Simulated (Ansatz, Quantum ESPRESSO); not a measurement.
# Band offsets of the AlP/MgS(110) superlattice, 5 + 5 layers, a = 5.493 Å, part 5 of 7

How do the band edges meet in the AlP/MgS(110) superlattice, 5 + 5 layers, a = 5.493 Å?

Quantum ESPRESSO 7.5; plane-wave DFT, LDA, GBRV ultrasoft pseudopotentials; cross-check by Ansatz 0.2.0 with PAW datasets.

So far. Step 3 (SCF with pw.x of bulk AlP): The run needed 8 iterations to bring the estimated error under 1e-07 Ry.

### Step 11. Ground state of the superlattice

The superlattice gives the step of the mean potential between the two crystals; (110) layers are neutral, so no field builds up.

System of this step: AlP/MgS(110) superlattice, 5 + 5 layers, a = 5.493 Å. The cell holds 20 atoms: 5 Al, 5 P, 5 Mg and 5 S. Cell: a = 5.493 Å, b = 3.884 Å, c = 19.421 Å, α = 90.0°, β = 90.0°, γ = 90.0°. Regions: AlP, 10 atoms (5 Al and 5 P); MgS, 10 atoms (5 Mg and 5 S). The structure's axis is c.

The input, ab.in:

```
&control
  prefix = 'ab'
  outdir = './out'
  pseudo_dir = './pseudo'
  calculation = 'scf'
  tprnfor = .true.
/
&system
  ibrav = 0
  nat = 20
  ntyp = 4
  ecutwfc = 40
  ecutrho = 200
  occupations = 'smearing'
  smearing = 'fd'
  degauss = 0.002
/
&electrons
  conv_thr = 1e-07
  mixing_beta = 0.5
  electron_maxstep = 120
/
ATOMIC_SPECIES
  Al  26.9815  al_lda_v1.uspp.F.UPF
  P   30.9738  p_lda_v1.5.uspp.F.UPF
  Mg  24.3050  mg_lda_v1.4.uspp.F.UPF
  S   32.0600  s_lda_v1.4.uspp.F.UPF
CELL_PARAMETERS angstrom
  5.49300000000000 0.00000000000000 0.00000000000000
  0.00000000000000 3.88413754910000 0.00000000000000
  0.00000000000000 0.00000000000000 19.42068774530000
ATOMIC_POSITIONS crystal
  Al  0.000000000000 0.000000000000 0.000000000000
  P   0.250000000000 0.500000000000 0.000000000000
  Al  0.500000000000 0.500000000000 0.100000000000
  P   0.750000000000 0.000000000000 0.100000000000
  Al  0.000000000000 0.000000000000 0.200000000000
  P   0.250000000000 0.500000000000 0.200000000000
  Al  0.500000000000 0.500000000000 0.300000000000
  P   0.750000000000 0.000000000000 0.300000000000
  Al  0.000000000000 0.000000000000 0.400000000000
  P   0.250000000000 0.500000000000 0.400000000000
  Mg  0.500000000000 0.500000000000 0.500000000000
  S   0.750000000000 0.000000000000 0.500000000000
  Mg  0.000000000000 0.000000000000 0.600000000000
  S   0.250000000000 0.500000000000 0.600000000000
  Mg  0.500000000000 0.500000000000 0.700000000000
  S   0.750000000000 0.000000000000 0.700000000000
  Mg  0.000000000000 0.000000000000 0.800000000000
  S   0.250000000000 0.500000000000 0.800000000000
  Mg  0.500000000000 0.500000000000 0.900000000000
  S   0.750000000000 0.000000000000 0.900000000000
K_POINTS automatic
  6 8 1 0 0 0
```

Started as:

```
$ OMP_NUM_THREADS=1 mpirun -n 4 pw.x -nk 2 -in ab.in > ab.out
```

What it wrote:

```text
[banner, memory and clock lines left out]
Program PWSCF v.7.5 starts

          URL

     Message from routine setup:
     using ibrav=0 with symmetry is DISCOURAGED, use correct ibrav instead

     bravais-lattice index     =            0
     lattice parameter (alat)  =      10.3803  a.u.
     unit-cell volume          =    2796.1818 (a.u.)^3
     number of atoms/cell      =           20
     number of atomic types    =            4
     number of electrons       =       120.00
     number of Kohn-Sham states=           72
     kinetic-energy cutoff     =      40.0000  Ry
     charge density cutoff     =     200.0000  Ry
     scf convergence threshold =      1.0E-07
     mixing beta               =       0.5000
     number of iterations used =            8  plain     mixing
     Exchange-correlation=  SLA  PZ   NOGX NOGC
                           (   1   1   0   0   0   0   0)

     celldm(1)=  10.380266  celldm(2)=   0.000000  celldm(3)=   0.000000
     celldm(4)=   0.000000  celldm(5)=   0.000000  celldm(6)=   0.000000

     crystal axes: (cart. coord. in units of alat)
               a(1) = (   1.000000   0.000000   0.000000 )
               a(2) = (   0.000000   0.707107   0.000000 )
               a(3) = (   0.000000   0.000000   3.535534 )

     reciprocal axes: (cart. coord. in units 2 pi/alat)
               b(1) = (  1.000000  0.000000  0.000000 )
               b(2) = (  0.000000  1.414214  0.000000 )
               b(3) = (  0.000000  0.000000  0.282843 )

     PseudoPot. # 1 for Al read from file:
     ./pseudo/al_lda_v1.uspp.F.UPF
     Pseudo is Ultrasoft + core correction, Zval =  3.0
     Generated by new atomic code, or converted to UPF format
     Using radial grid of  893 points,  3 beta functions with:
                l(1) =   0
                l(2) =   1
                l(3) =   2
     Q(r) pseudized with  8 coefficients,  rinner =    0.900   0.900   0.900
                                                       0.900   0.900

     PseudoPot. # 2 for P  read from file:
     ./pseudo/p_lda_v1.5.uspp.F.UPF
     Pseudo is Ultrasoft + core correction, Zval =  5.0
     Generated by new atomic code, or converted to UPF format
     Using radial grid of  903 points,  6 beta functions with:
                l(1) =   0
                l(2) =   0
                l(3) =   1
                l(4) =   1
                l(5) =   2
                l(6) =   2
     Q(r) pseudized with  8 coefficients,  rinner =    1.300   1.300   1.300
                                                       1.300   1.300

     PseudoPot. # 3 for Mg read from file:
     ./pseudo/mg_lda_v1.4.uspp.F.UPF
     Pseudo is Ultrasoft, Zval = 10.0
     Generated by new atomic code, or converted to UPF format
     Using radial grid of  821 points,  7 beta functions with:
                l(1) =   0
                l(2) =   0
                l(3) =   0
                l(4) =   1
                l(5) =   1
                l(6) =   2
                l(7) =   2
     Q(r) pseudized with  8 coefficients,  rinner =    1.200   1.200   1.200
                                                       1.200   1.200

     PseudoPot. # 4 for S  read from file:
     ./pseudo/s_lda_v1.4.uspp.F.UPF
     Pseudo is Ultrasoft + core correction, Zval =  6.0
     Generated by new atomic code, or converted to UPF format
     Using radial grid of  907 points,  6 beta functions with:
                l(1) =   0
                l(2) =   0
                l(3) =   1
                l(4) =   1
                l(5) =   2
                l(6) =   2
     Q(r) pseudized with  8 coefficients,  rinner =    1.300   1.300   1.300
                                                       1.300   1.300

     atomic species   valence    mass     pseudopotential
     Al                3.00    26.98150     Al( 1.00)
     P                 5.00    30.97380     P ( 1.00)
     Mg               10.00    24.30500     Mg( 1.00)
     S                 6.00    32.06000     S ( 1.00)

      2 Sym. Ops. (no inversion) found

   Cartesian axes

     site n.     atom                  positions (alat units)
         1        Al     tau(   1) = (   0.0000000   0.0000000   0.0000000  )
         2        P      tau(   2) = (   0.2500000   0.3535534   0.0000000  )
         3        Al     tau(   3) = (   0.5000000   0.3535534   0.3535534  )
         4        P      tau(   4) = (   0.7500000   0.0000000   0.3535534  )
         5        Al     tau(   5) = (   0.0000000   0.0000000   0.7071068  )
         6        P      tau(   6) = (   0.2500000   0.3535534   0.7071068  )
         7        Al     tau(   7) = (   0.5000000   0.3535534   1.0606602  )
         8        P      tau(   8) = (   0.7500000   0.0000000   1.0606602  )
         9        Al     tau(   9) = (   0.0000000   0.0000000   1.4142136  )
        10        P      tau(  10) = (   0.2500000   0.3535534   1.4142136  )
        11        Mg     tau(  11) = (   0.5000000   0.3535534   1.7677670  )
        12        S      tau(  12) = (   0.7500000   0.0000000   1.7677670  )
        13        Mg     tau(  13) = (   0.0000000   0.0000000   2.1213203  )
        14        S      tau(  14) = (   0.2500000   0.3535534   2.1213203  )
        15        Mg     tau(  15) = (   0.5000000   0.3535534   2.4748737  )
        16        S      tau(  16) = (   0.7500000   0.0000000   2.4748737  )
        17        Mg     tau(  17) = (   0.0000000   0.0000000   2.8284271  )
        18        S      tau(  18) = (   0.2500000   0.3535534   2.8284271  )
        19        Mg     tau(  19) = (   0.5000000   0.3535534   3.1819805  )
        20        S      tau(  20) = (   0.7500000   0.0000000   3.1819805  )

     number of k points=    20  Fermi-Dirac smearing, width (Ry)=  0.0020
                       cart. coord. in units 2pi/alat
        k(    1) = (   0.0000000   0.0000000   0.0000000), wk =   0.0416667
        k(    2) = (   0.0000000   0.1767767   0.0000000), wk =   0.0833333
        k(    3) = (   0.0000000   0.3535534   0.0000000), wk =   0.0833333
        k(    4) = (   0.0000000   0.5303301   0.0000000), wk =   0.0833333
        k(    5) = (   0.0000000  -0.7071068   0.0000000), wk =   0.0416667
        k(    6) = (   0.1666667   0.0000000   0.0000000), wk =   0.0833333
        k(    7) = (   0.1666667   0.1767767   0.0000000), wk =   0.1666667
        k(    8) = (   0.1666667   0.3535534   0.0000000), wk =   0.1666667
        k(    9) = (   0.1666667   0.5303301   0.0000000), wk =   0.1666667
        k(   10) = (   0.1666667  -0.7071068   0.0000000), wk =   0.0833333
        k(   11) = (   0.3333333   0.0000000   0.0000000), wk =   0.0833333
[...]
-36.6926 -36.6923 -36.6789 -36.6786  -7.8456  -7.7687  -7.5321  -7.3336
    -7.3066  -5.4922  -5.0045  -4.6774  -4.4948  -4.4545  -0.2100  -0.1877
     0.1444   0.2993   0.4252   0.4977   0.5135   0.9058   1.0450   1.2694
     1.4732   1.4918   1.6648   1.7840   2.1292   2.1413   2.3244   2.5044
     2.5807   2.6057   2.6826   2.7625   2.9843   3.1474   3.4528   3.5466
     3.6784   3.8125   4.3039   4.3844   7.7898   8.0019   8.0622   8.3338
     8.5000   8.7656   9.0703   9.0786   9.2940   9.3439   9.6637   9.8784

          k = 0.3333 0.5303 0.0000 ( 11907 PWs)   bands (ev):

   -69.5437 -69.5437 -69.4999 -69.2427 -69.2424 -36.9912 -36.9910 -36.9883
   -36.9882 -36.9878 -36.9867 -36.9469 -36.9448 -36.9439 -36.6986 -36.6984
   -36.6925 -36.6922 -36.6788 -36.6785  -7.6844  -7.6358  -7.4037  -7.2834
    -7.2163  -5.0835  -4.6407  -4.5618  -4.2765  -4.2113  -0.3747  -0.2862
    -0.1614   0.1373   0.1528   0.2534   0.4108   0.4287   0.5192   0.6293
     1.1654   1.1931   1.6487   1.7263   1.8343   1.8915   2.2755   2.3072
     2.4269   2.4558   2.5267   2.7704   2.8390   3.1446   3.1455   3.3876
     3.6023   3.6424   4.0657   4.2171   7.6241   7.7125   7.8982   8.2875
     8.2999   8.4449   8.5399   8.8004   8.8050   8.9617   9.4576   9.6484

          k = 0.3333-0.7071 0.0000 ( 11898 PWs)   bands (ev):

   -69.5437 -69.5437 -69.4999 -69.2427 -69.2424 -36.9912 -36.9910 -36.9886
   -36.9885 -36.9878 -36.9867 -36.9473 -36.9448 -36.9439 -36.6990 -36.6987
   -36.6925 -36.6922 -36.6788 -36.6785  -7.6096  -7.5767  -7.3253  -7.2894
    -7.1786  -4.7470  -4.6575  -4.3903  -4.2702  -4.0728  -0.4616  -0.3764
    -0.3099  -0.1865  -0.1336   0.0180   0.1134   0.3053   0.3809   0.5171
     1.2897   1.4284   1.5590   1.8381   1.8523   1.9606   2.2492   2.2777
     2.3523   2.4293   2.4344   2.6250   2.6762   3.0018   3.1925   3.3940
     3.5540   3.5581   3.8278   4.2206   7.6910   7.8710   7.9515   7.9756
     8.0244   8.2957   8.3109   8.4967   8.5880   8.8602   9.4312   9.6235

          k =-0.5000 0.0000 0.0000 ( 11956 PWs)   bands (ev):

   -69.5438 -69.5437 -69.5000 -69.2428 -69.2425 -36.9914 -36.9913 -36.9880
   -36.9868 -36.9864 -36.9863 -36.9450 -36.9449 -36.9441 -36.6967 -36.6964
   -36.6927 -36.6924 -36.6790 -36.6787  -7.9226  -7.8791  -7.6509  -7.5885
    -7.4810  -5.4817  -5.4193  -5.0950  -5.0449  -4.8134  -0.5458  -0.4044
    -0.1552  -0.0200   0.7167   0.7278   0.9299   0.9820   1.6083   1.7382
     2.5550   2.6013   2.6141   2.6637   2.7425   2.7950   2.8040   2.8345
     2.8417   2.8849   3.6720   3.7553   3.7822   3.7935   3.8546   4.0121
     4.0316   4.1323   4.1462   4.1805   7.6399   7.7585   7.7618   8.0350
     8.0542   8.4912   8.5851   8.5871   8.6873   8.8683   9.1483   9.3853

          k =-0.5000 0.1768 0.0000 ( 11964 PWs)   bands (ev):

   -69.5438 -69.5437 -69.5000 -69.2427 -69.2424 -36.9914 -36.9912 -36.9880
   -36.9868 -36.9867 -36.9866 -36.9454 -36.9449 -36.9441 -36.6970 -36.6967
   -36.6927 -36.6924 -36.6789 -36.6786  -7.8792  -7.8373  -7.6061  -7.5472
    -7.4392  -5.3926  -5.3274  -5.0092  -4.9527  -4.7248  -0.4653  -0.3225
    -0.0635   0.0788   0.7163   0.7229   0.8758   0.9751   1.3644   1.4105
     2.1485   2.2869   2.3642   2.3913   2.4763   2.6540   2.7236   2.7350
     2.8273   2.8442   3.1294   3.2421   3.2812   3.5539   3.6898   3.8185
     4.0341   4.1307   4.2018   4.2334   7.9754   8.2375   8.3201   8.4569
     8.5851   8.8803   9.1306   9.1441   9.1926   9.3923   9.5037   9.5631

          k =-0.5000 0.3536 0.0000 ( 11918 PWs)   bands (ev):

   -69.5437 -69.5437 -69.5000 -69.2427 -69.2424 -36.9913 -36.9911 -36.9879
   -36.9875 -36.9874 -36.9867 -36.9462 -36.9449 -36.9440 -36.6978 -36.6975
   -36.6926 -36.6923 -36.6789 -36.6786  -7.7702  -7.7320  -7.4930  -7.4435
    -7.3343  -5.1523  -5.0790  -4.7793  -4.7030  -4.4863  -0.2807  -0.1403
     0.1449   0.3287   0.4783   0.5199   0.5645   0.6961   0.7345   0.7451
     1.6319   1.6887   1.7740   1.8983   1.9744   2.0127   2.2596   2.3896
     2.7328   2.7373   2.7953   2.8084   3.0583   3.0688   3.6047   3.8110
     3.8804   3.9276   4.1886   4.2105   8.0510   8.4304   8.5065   8.5820
     8.6431   9.0002   9.3018   9.3631   9.4488   9.5061   9.6214   9.7674

          k =-0.5000 0.5303 0.0000 ( 11890 PWs)   bands (ev):

   -69.5437 -69.5437 -69.4999 -69.2427 -69.2424 -36.9912 -36.9910 -36.9883
   -36.9882 -36.9878 -36.9867 -36.9469 -36.9449 -36.9439 -36.6986 -36.6984
   -36.6925 -36.6922 -36.6788 -36.6785  -7.6541  -7.6200  -7.3719  -7.3331
    -7.2227  -4.8620  -4.7767  -4.5047  -4.3975  -4.1980  -0.3312  -0.2454
    -0.1765  -0.0551  -0.0042   0.1087   0.2011   0.3915   0.5186   0.6840
     1.1527   1.1550   1.4515   1.5566   1.8453   1.9695   2.2487   2.3356
     2.3978   2.5074   2.5466   2.6622   3.0309   3.1758   3.2435   3.4322
     3.7683   3.9420   4.0582   4.2037   7.6988   8.1727   8.3574   8.6129
     8.6803   8.8913   9.0177   9.0976   9.1150   9.1503   9.6460   9.8603

          k =-0.5000-0.7071 0.0000 ( 11916 PWs)   bands (ev):

   -69.5437 -69.5437 -69.4999 -69.2427 -69.2424 -36.9912 -36.9910 -36.9887
   -36.9885 -36.9878 -36.9867 -36.9472 -36.9448 -36.9439 -36.6990 -36.6987
   -36.6925 -36.6922 -36.6788 -36.6785  -7.6036  -7.5714  -7.3191  -7.2851
    -7.1743  -4.7196  -4.6272  -4.3717  -4.2454  -4.0564  -0.5951  -0.4963
    -0.4693  -0.2327  -0.2284  -0.1051   0.0649   0.3227   0.5008   0.6296
     1.0466   1.3102   1.3694   1.7928   1.8113   2.0361   2.1402   2.1520
     2.3247   2.3855   2.4407   2.7790   2.8193   3.1108   3.1673   3.4495
     3.5176   3.8918   4.0779   4.2278   7.4604   8.0390   8.4525   8.6783
     8.7401   8.9883   9.0491   9.1204   9.1639   9.2068   9.2295   9.2820

     the Fermi energy is     5.7773 ev

!    total energy              =    -858.22180789 Ry
     estimated scf accuracy    <       0.00000002 Ry
     smearing contrib. (-TS)   =      -0.00000000 Ry
     internal energy E=F+TS    =    -858.22180789 Ry

     The total energy is F=E-TS. E is the sum of the following terms:
     one-electron contribution =    -964.66344176 Ry
     hartree contribution      =     503.45250307 Ry
     xc contribution           =    -175.72620327 Ry
     ewald contribution        =    -221.28466592 Ry

     convergence has been achieved in  19 iterations

     Forces acting on atoms (cartesian axes, Ry/au):

     atom    1 type  1   force =     0.00747417    0.00000000    0.00693846
     atom    2 type  2   force =    -0.02912656    0.00000000    0.01954816
     atom    3 type  1   force =    -0.00740614    0.00000000    0.00108963
     atom    4 type  2   force =    -0.00565400    0.00000000   -0.00584195
     atom    5 type  1   force =     0.00582804    0.00000000   -0.00001647
     atom    6 type  2   force =     0.00109149    0.00000000   -0.00001051
     atom    7 type  1   force =    -0.00740941    0.00000000   -0.00111750
     atom    8 type  2   force =    -0.00565230    0.00000000    0.00582642
     atom    9 type  1   force =     0.00746954    0.00000000   -0.00695747
     atom   10 type  2   force =    -0.02912605    0.00000000   -0.01957331
     atom   11 type  3   force =     0.00087166    0.00000000    0.00511373
     atom   12 type  4   force =     0.02499080    0.00000000   -0.02101904
     atom   13 type  3   force =     0.00550407    0.00000000    0.00079509
     atom   14 type  4   force =     0.00152638    0.00000000    0.00444589
     atom   15 type  3   force =    -0.00293784    0.00000000    0.00000965
     atom   16 type  4   force =    -0.00036157    0.00000000    0.00000626
     atom   17 type  3   force =     0.00552771    0.00000000   -0.00075709
     atom   18 type  4   force =     0.00152666    0.00000000   -0.00444162
     atom   19 type  3   force =     0.00087551    0.00000000   -0.00503387
     atom   20 type  4   force =     0.02498782    0.00000000    0.02099555

     Total force =     0.072450     Total SCF correction =     0.000458

     XML data file, charge density, pseudopotentials, collected wavefunctions

                                        0.00s GPU  (    1459 calls)
```

The job ended after 6.5 min (4 MPI ranks of Arm Neoverse V1, shared host; peak memory 1.2 GiB; 26 min of CPU time).

Read from the output:

| Quantity | Value |
| --- | --- |
| free energy | -11676.7025 eV |
| Fermi energy | 5.777 eV |

The program's own clock; routines nest. Time by routine:

| routine | wall time (s) | calls |
| --- | --- | --- |
| PWSCF | 390.7 | 1 |
| electrons | 381.4 | 1 |
| c_bands | 339.6 | 19 |
| cegterg | 312.6 | 190 |
| h_psi | 186.4 | 1459 |
| fftw | 110.8 | 110866 |
| vloc_psi | 104.8 | 1459 |
| calbec | 54.58 | 1689 |
| h_psi:calbec | 41.07 | 1459 |
| add_vuspsi | 40.24 | 1459 |
| s_psi | 40.07 | 1459 |
| sum_band | 34.64 | 19 |
| cdiaghg | 8.81 | 1449 |
| newd | 7.21 | 20 |

The run needed 19 iterations to bring the estimated error under 1e-07 Ry; the largest force on any atom, held or free, is 0.90 eV/Å.

### Step 12. Potential by pp.x of the superlattice

The input, ab.pot.in:

```
&inputpp
  prefix = 'ab'
  outdir = './out'
  filplot = 'ab.pot.dat'
  plot_num = 11
/
```

Started as:

```
$ OMP_NUM_THREADS=1 mpirun -n 4 pp.x -in ab.pot.in > ab.pot.out
```

What it wrote:

```text
[banner, memory and clock lines left out]
Program POST-PROC v.7.5 starts

          URL

     ./out/ab.save/

     IMPORTANT: XC functional enforced from input :
     Exchange-correlation= PZ
                           (   1   1   0   0   0   0   0)
     Any further DFT definition will be discarded
     Please, verify this is what you really want

     Calling punch_plot, plot_num =  11
     Writing data to file  ab.pot.dat
     Message from routine chdens:
     namelist plot not found or invalid, exiting
```

It took 1.5 s on 4 MPI ranks; peak memory 0.15 GiB.

Electrostatic potential energy in the ca plane at fractional y = 0.000, with atoms of Al and P and S and Mg within 0.2 Å of it. With pseudopotentials it is smooth inside the atoms' cores, unlike the true potential.

Ten even steps from '0' (-81 eV) to '9' (4 eV), each cell a mean:
```
78999986325799999853358999998413789999873147
88766888667887678876678866788767888667887678
98411589889973026898898610379988985114899899
97200389999961005899998500179999983002899999
98411589999973027999999620389999985114899999
99866899999987678999999876799999998668999999
99999999999999999999999999999999999999999999
99999999999999999999999999999999999999999999
99999999999999999999999999999999999999999999
99999999999999999999999999999999999999999999
99999999999999999999999999999999999999999999
99999999999999999999999999999999999999999999
89999998778999999987789999999878899999988789
79999987445899999864468999998634799999975358
68999985214799999841158999997301689999862037
```
Columns run along c (16.0 Å, from fractional 0.04 to 0.86 of the cell; values clipped at the 3rd and 97th percentile), rows up along a (5.5 Å). Atoms in or near the plane, at fractional coordinates: P at (0.10, 0.75), Al at (0.20, 0.00), P at (0.30, 0.75), Al at (0.40, 0.00), S at (0.50, 0.75), Mg at (0.60, 0.00), S at (0.70, 0.75), Mg at (0.80, 0.00).

### Step 13. Macroscopic average of the superlattice

The input, ab.avg.in:

```
1
ab.pot.dat
1.0
200
3
7.3399561981
```

Started as:

```
$ OMP_NUM_THREADS=1 average.x < ab.avg.in > ab.avg.out
```

What it wrote:

```text
[banner, memory and clock lines left out]
Program AVERAGE v.7.5 starts

          URL

     Reading header from file  ab.pot.dat
     Reading data from file  ab.pot.dat
     Output written to file avg.dat

[...]
```

Wall time 0.56 s (1 MPI rank); peak memory 0.11 GiB.

Numbers from this step:

| Quantity | Value |
| --- | --- |
| average.x's running mean in the AlP layers, on the run's own zero | 1.262 eV |
| slope of the running mean in the AlP layers | 2.92e-4 eV/Å |
| mean potential by an exact Fourier window in the AlP layers, on the run's own zero | 1.262 eV |
| average.x's running mean in the MgS layers, on the run's own zero | 1.352 eV |
| slope of the running mean in the MgS layers | -6.75e-5 eV/Å |
| mean potential by an exact Fourier window in the MgS layers, on the run's own zero | 1.352 eV |

Electrostatic potential energy of an electron; zero at the Fermi level; window 3.8841 Å. Potential energy, running mean against z:

| z (Å) | potential energy, running mean (eV) |
| --- | --- |
| 0.0 | -4.49 |
| 0.5 | -4.50 |
| 1.0 | -4.54 |
| 1.5 | -4.53 |
| 2.0 | -4.51 |
| 2.5 | -4.51 |
| 3.0 | -4.52 |
| 3.5 | -4.52 |
| 4.0 | -4.52 |
| 4.5 | -4.52 |
| 5.0 | -4.51 |
| 5.5 | -4.51 |
| 6.0 | -4.52 |
| 6.5 | -4.53 |
| 7.0 | -4.53 |
| 7.5 | -4.48 |
| 8.0 | -4.49 |
| 8.5 | -4.47 |
| 9.0 | -4.46 |
| 9.5 | -4.44 |
| 10.0 | -4.45 |
| 10.5 | -4.41 |
| 11.0 | -4.41 |
| 11.5 | -4.42 |
| 12.0 | -4.43 |
| 12.5 | -4.43 |
| 13.0 | -4.42 |
| 13.5 | -4.42 |
| 14.0 | -4.42 |
| 14.5 | -4.43 |
| 15.0 | -4.43 |
| 15.5 | -4.43 |
| 16.0 | -4.41 |
| 16.5 | -4.40 |
| 17.0 | -4.44 |
| 17.5 | -4.45 |
| 18.0 | -4.45 |
| 18.5 | -4.47 |
| 19.0 | -4.48 |

(Continued in part 6 of 7.)

[Logs are printed without paths, hosts, clocks, repeated set-up lines and the standing remarks that a program may print on its own settings, such as how far it seeks lower states.]

[Hosts, paths, dates, database ids (printed as entryN), source tags and the programs' standing remarks are cut or masked in the printed files.]

[Maps of the electrostatic potential energy from Ansatz leave out the sawtooth potential of an applied field or a dipole correction, so their vacuum need not be flat; planar profiles and work functions include it.]
